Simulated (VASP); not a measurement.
# Zr (P2_1/m) in VASP: electric field gradients with PBE

Aim: the electric field gradients of Zr with PBE.

Program: VASP 6.6.1. These are calculated values, not measurements. Logs are shortened: lines on timing, memory, paths and dates and some standing lists are left out, and cuts for length are marked.

**1. The cell of the first run**

Symmetry: P2_1/m, No. 11, monoclinic system. Conventional cell: a = 3.190 Å, b = 5.147 Å, c = 3.232 Å, α = 90.00°, β = 118.71°, γ = 90.00°. Zr (site symmetry m) is surrounded by 12 Zr at 3.16 to 3.27 Å.

**2. Electric field gradients, PBE (xy shear strain of +3 %, crystal datasets)**

The input, INCAR:

```
PREC = Accurate ; ENCUT = 520
EDIFF = 1E-8 ; ISMEAR = -1
SIGMA = 0.03 ; LREAL = F
LASPH = T ; NELM = 100
ALGO = Fast ; ISIF = 2
LWAVE = F ; LCHARG = F
GGA = PE ; LEFG = T
NBANDS = 19
```

The input, KPOINTS:

```
regular mesh
0
Gamma
  13 13 7
```

The input, POSCAR:

```
Zr
1.0
    3.2319982225      0.0484799733      0.0000000000
   -1.5740142227      2.7747525789      0.0000000000
    0.0000000000      0.0000000000      5.1470000000
Zr
2
Direct
    0.3333333333      0.6666666667      0.2500000000
    0.6666666667      0.3333333333      0.7500000000
```

Potentials or basis: VASP PAW PBE potentials, release 64 (Zr_sv).

Launch:

```sh
$ cat potpaw_PBE.64/Zr_sv/POTCAR > POTCAR
$ mpirun -np 1 vasp_std > vasp.out
```

OUTCAR:

```text
PREC = Accurate
   ENCUT = 520
   EDIFF = 1E-8
   ISMEAR = -1
   LREAL = F
   LASPH = T
   NELM = 100
   ISIF = 2
   GGA = PE

 ion  position               nearest neighbor table
   1  0.333  0.667  0.250-   2 3.16   2 3.16   2 3.18   2 3.18   2 3.19   2 3.19
   2  0.667  0.333  0.750-   1 3.16   1 3.16   1 3.18   1 3.18   1 3.19   1 3.19

  Warning from LATTYP: Monoclinic adjustment (A1->A3, A2->A1, A3->A2)!
  LATTYP: Found a simple monoclinic cell.
 ALAT       =     3.1901054289
 B/A-ratio  =     1.6134263004
 C/A-ratio  =     1.0132460741
 COS(beta)  =    -0.4803040536

  Lattice vectors:

 A1 = (  -1.5740142227,   2.7747525789,   0.0000000000)
 A2 = (   0.0000000000,   0.0000000000,   5.1470000000)
 A3 = (   3.2319982225,   0.0484799733,   0.0000000000)

Analysis of symmetry for initial positions (statically):
=====================================================================
 Subroutine PRICEL returns:
 Original cell was already a primitive cell.

 Routine SETGRP: Setting up the symmetry group for a
 simple monoclinic supercell.

 Subroutine GETGRP returns: Found  4 space group operations
 (whereof  2 operations were pure point group operations)
 out of a pool of  4 trial point group operations.

The static configuration has the point symmetry S_2 .
 The point group associated with its full space group is C_2h.

Analysis of symmetry for dynamics (positions and initial velocities):
=====================================================================
 Subroutine PRICEL returns:
 Original cell was already a primitive cell.

 Routine SETGRP: Setting up the symmetry group for a
 simple monoclinic supercell.

 Subroutine GETGRP returns: Found  4 space group operations
 (whereof  2 operations were pure point group operations)
 out of a pool of  4 trial point group operations.

The dynamic configuration has the point symmetry S_2 .
 The point group associated with its full space group is C_2h.

 Subroutine INISYM returns: Found  4 space group operations
 (whereof  2 operations are pure point group operations),
 and found     1 'primitive' translations

----------------------------------------------------------------------------------------
[... 121 lines left out ...]
   IVDW    =     0    specifies the selected vdW correction
   LEPSILON=     F    determine dielectric tensor
   LRPA    =     F    only Hartree local field effects (RPA)
 non-spin polarized calculation
 RMM-DIIS sequential band-by-band and
  energy-cutoff  :      520.00
  volume of cell :       46.55
 maximum number of plane-waves:      1273
   NGX = 13   NGY = 11   NGZ = 19

 number of electron      24.0000000 magnetization

 Free energy of the ion-electron system (eV)
  ---------------------------------------------------
  ext. energy  EPLUGINS =         0.00000000
  ---------------------------------------------------
  free energy    TOTEN  =       -17.03549258 eV

  energy without entropy =      -17.02854148  energy(sigma->0) =      -17.03201703

 E-fermi :   9.0130     XC(G=0): -11.0827

 val. band max:        9.0032274735   @ k =   0.3077   0.3846   0.2857
 cond. band min:       9.0147183841   @ k =  -0.3846   0.1538   0.4286
 fundamental gap:      0.0114909107
 Fermi energy:         9.0129765773

 k-point     1 :       0.0000    0.0000    0.0000
  band No.  band energies     occupation
      1     -39.8409      2.00000
      2     -39.6863      2.00000
      3     -18.3651      2.00000
      4     -17.5107      2.00000
      5     -17.4753      2.00000
      6     -17.3698      2.00000
[... 505 lines left out ...]
      6     -17.6489      2.00000
[... 11 lines left out ...]
     18      13.3895      0.00000
     19      13.9562      0.00000

 [... further k-points ...]
[... 5 lines left out ...]
  --------------------------------------------------------------------------------------
  -------------------------------------------------------------------------------------
  Total        0.0581513      0.1081361      0.2667908     -0.3959200      0.0000000      0.0000000
  in kB        2.0014318      3.7217926      9.1823129    -13.6266379      0.0000000      0.0000000
  external PRESSURE =       4.9685124 kB  Pullay stress =       0.0000000 kB

 VOLUME and BASIS-vectors are now :
 -----------------------------------------------------------------------------
  energy-cutoff  :      520.00
  volume of cell :       46.55
      direct lattice vectors                 reciprocal lattice vectors
     3.231998223  0.048479973  0.000000000     0.306795604  0.174033767  0.000000000
    -1.574014223  2.774752579  0.000000000    -0.005360277  0.357351807  0.000000000
     0.000000000  0.000000000  5.147000000     0.000000000  0.000000000  0.194287935

 POSITION                                       TOTAL-FORCE (eV/Angst)
 -----------------------------------------------------------------------------------
      0.02799      1.86600      1.28675        -0.060846      0.004687      0.000000
      1.62999      0.95724      3.86025         0.060846     -0.004687      0.000000
 -----------------------------------------------------------------------------------
    total drift:                               -0.000000      0.000000     -0.000000

  FREE ENERGIE OF THE ION-ELECTRON SYSTEM (eV)
  ---------------------------------------------------
  free  energy   TOTEN  =       -17.0354925754 eV

  energy  without entropy=      -17.0285414841  energy(sigma->0) =      -17.03201703

 Electric field gradients (V/A^2)
---------------------------------------------------------------------
 ion       V_xx      V_yy      V_zz      V_xy      V_xz      V_yz
---------------------------------------------------------------------
   1     -20.195   -19.584    39.779    -4.374     0.000     0.000
   2     -20.195   -19.584    39.779    -4.374     0.000     0.000
---------------------------------------------------------------------

 Electric field gradients after diagonalization (V/A^2)
 (convention: |V_zz| > |V_xx| > |V_yy|)
----------------------------------------------------------------------
 ion       V_xx      V_yy      V_zz     asymmetry (V_yy - V_xx)/ V_zz
----------------------------------------------------------------------
   1     -24.274   -15.505    39.779       0.220
   2     -24.274   -15.505    39.779       0.220
----------------------------------------------------------------------

           NMR quadrupolar parameters

 Cq : quadrupolar parameter    Cq=e*Q*V_zz/h
 eta: asymmetry parameters     (V_yy - V_xx)/ V_zz
 Q  : nuclear electric quadrupole moment in mb (millibarn)
----------------------------------------------------------------------
 ion       Cq(MHz)       eta       Q (mb)
----------------------------------------------------------------------
   1       0.096       0.220       1.000
   2       0.096       0.220       1.000
----------------------------------------------------------------------
```

OSZICAR:

```text
N       E                     dE             d eps       ncg     rms          rms(c)
DAV:   1     0.215495559914E+03    0.21550E+03   -0.13230E+04 12928   0.125E+03
DAV:   2    -0.183867486222E+01   -0.21733E+03   -0.21327E+03 15136   0.367E+02
DAV:   3    -0.173230239766E+02   -0.15484E+02   -0.15353E+02 23275   0.710E+01
[... 23 lines left out ...]
RMM:  27    -0.170354925308E+02   -0.26239E-07   -0.26555E-07 13473   0.251E-03    0.141E-04
RMM:  28    -0.170354925506E+02   -0.19800E-07   -0.17261E-07 12513   0.217E-03    0.151E-04
RMM:  29    -0.170354925652E+02   -0.14595E-07   -0.13614E-07 12514   0.198E-03    0.139E-04
RMM:  30    -0.170354925717E+02   -0.65484E-08   -0.10753E-07 12038   0.177E-03    0.144E-04
RMM:  31    -0.170354925754E+02   -0.36389E-08   -0.62308E-08 11233   0.158E-03
   1 F= -.17035493E+02 E0= -.17032017E+02  d E =-.695109E-02
```

stdout:

```text
POSCAR found type information on POSCAR Zr
[... 43 lines left out ...]
 num prob  num prob  num prob  num prob  num prob  num prob  nu
```

It took 8.9 min on 1 thread of Intel Xeon Platinum 8488C (Sapphire Rapids), shared host; peak memory 0.34 GiB.

What came out:

| Quantity | Value |
| --- | --- |
| Free energy | -17.0355 eV |
| Pressure | 0.5 GPa |
| Largest force | 0.061 eV/Å |
| Band gap on the k mesh | none (metal or under the smearing width) |

Forces in eV/Å, atoms in the order of the input:
```
Zr  -0.061  0.005  0.000
Zr   0.061 -0.005  0.000
```

Stress tensor (GPa, compression positive):
```
 0.20 -1.36  0.00
-1.36  0.37  0.00
 0.00  0.00  0.92
```

Electric field gradients, principal values (V/Å²):
| atom | Vxx | Vyy | Vzz |
| --- | --- | --- | --- |
| 1 Zr | -15.505 | -24.274 | 39.779 |
| 2 Zr | -15.505 | -24.274 | 39.779 |
